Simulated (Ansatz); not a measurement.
LiI (rock salt)

```yaml
crystal:
  lattice:
    - [0.00000, 2.95164, 2.95164]
    - [2.95164, 0.00000, 2.95164]
    - [2.95164, 2.95164, 0.00000]
  atoms:
    - { symbol: I, position: [0.00000, 0.00000, 0.00000] }
    - { symbol: Li, position: [0.50000, 0.50000, 0.50000] }
```

The slice is a {100} plane (indices of the conventional cell) through the point (0.500, 0.500, 0.500) (fractional), spanned by u = [100] and v = [0 1 -1] in vectors of this cell: u (4.17 Å) and v (4.17 Å, at 90° to u). It covers one period; positions are fractions (u, v).

Computed with PBEsol (plane waves to 420 eV, PAW, scalar-relativistic; Ansatz, a quantum-chemistry and plane-wave program). k mesh 10×10×10. These are valence fields of a PAW run, semicore shells included where kept as valence: close to a nucleus they are smooth pseudo fields. LiI was relaxed with its symmetry unable to fall. Spin-orbit coupling is left out, though I is heavy.

What is the valence density on the shortest I–Li line in this plane (2.95 Å), at its minimum between the atoms?

0.06 e/Å³.

The ELF has a maximum in the middle third of the I–Li line. Where, and how high?

0.80, 1.3 Å from I.

What is the ELF at the density minimum of the shortest I–Li line in this plane (2.95 Å)?

0.0.

Sketch the electron localisation function (ELF) on this plane as a map.


```
|xxxx200001111111111100002xxx|
|xxx60000122222222222100006xx|
|xx6100013455555555543100016x|
|3200001467788888887764100002|
|0000014789999999999987410000|
|0000147999999999999999741000|
|0001479999998888899999974100|
|0013689999888777888999986310|
|0124799998877777778899997421|
|0125799988776555677889997521|
|0125899987764xxx467789998521|
|012589988764xxxxx46788998521|
|01258998775xxxxxxx5778998521|
|01258998775xxxxxxx5778998521|
|01258998775xxxxxxx5778998521|
|012589988764xxxxx46788998521|
|0125899987764xxx467789998521|
|0125799988776555677889997521|
|0124799998877777778899997421|
|0013689999888777888999986310|
|0001479999998888899999974100|
|0000147999999999999999741000|
|0000014789999999999987410000|
|3200001467788888887764100002|
|xx6100013455555555543100016x|
|xxx60000122222222222100006xx|
|xxxx200001111111111100002xxx|
|xxxx400000000000000000004xxx|
```
Scale: ten equal steps from 0.00 (start of '0') to 0.80 (end of '9'), in the order '0123456789'. Values: electron localisation function (ELF). The map has 28 points along u (one character each, u = 0 at the left) and 28 along v (v = 0 in the bottom row). Points within 0.5 Å of a nucleus are blanked (x), as the pseudised field means little there.
